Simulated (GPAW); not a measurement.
Runs of GPAW 26.7.0 on C. The structure is cubic, space group Fd-3m (No. 227). The conventional cell has a = 3.567 Å, b = 3.567 Å, c = 3.567 Å, α = 90.00°, β = 90.00°, γ = 90.00°. Around C (site symmetry -43m) lie 4 C at 1.54 Å. This isn't the form of C at room conditions, which is graphite.

| task | level | potentials or basis | cell | cutoff (eV) | older calculator (legacy_gpaw) | convergence | supercell | supercell k mesh | displacement | grid spacing | gap on the mesh (eV) | pressure (GPa) |
| --- | --- | --- | --- | --- | --- | --- | --- | --- | --- | --- | --- | --- |
| phonons | optB88-vdW | GPAW PAW data sets (gpaw-data 1.2.1), fd | atoms relaxed | - | yes | tight_forces | 1 × 1 × 1 | 13 × 13 × 13 | 0.01 | 0.16 Å | 4.33 | - |
| single point | PBE | GPAW PAW data sets (gpaw-data 1.2.1), pw | atoms moved at random, drawn with an rms of 0.05 Å | 800 | - | - | - | - | - | - | 3.23 | 2.2 |
| single point | PBE | GPAW PAW data sets (gpaw-data 1.2.1), pw | as given | 800 | - | - | - | - | - | - | 4.14 | 1.4 |
| phonons | OLYP | PAW data sets generated in the run's folder for this functional, pw | relaxed | 680 | - | tight_forces | 2 × 2 × 2 | 7 × 7 × 7 | 0.03 | - | 4.14 | 0.0 |
| wannier90 | PBEsol | PAW data sets generated in the run's folder for this functional, pw | as given | 800 | - | - | - | - | - | - | (a) | -5.2 |

Alike in all rows: no spin polarisation; k mesh 13 × 13 × 13; smearing fermi-dirac 0.05 eV.

Question: Fill in the values left out.

Answer: (a) 4.01.

Caveats: an odd mesh through Γ misses points on the zone boundary, where band edges often lie (some runs); the PAW data sets were made with another functional, which shifts forces and pressure a little (some runs); the cutoff is short for stress and forces, so pressures can be off by a GPa or more (some runs); phonon bands are interpolated from a small supercell (some runs).
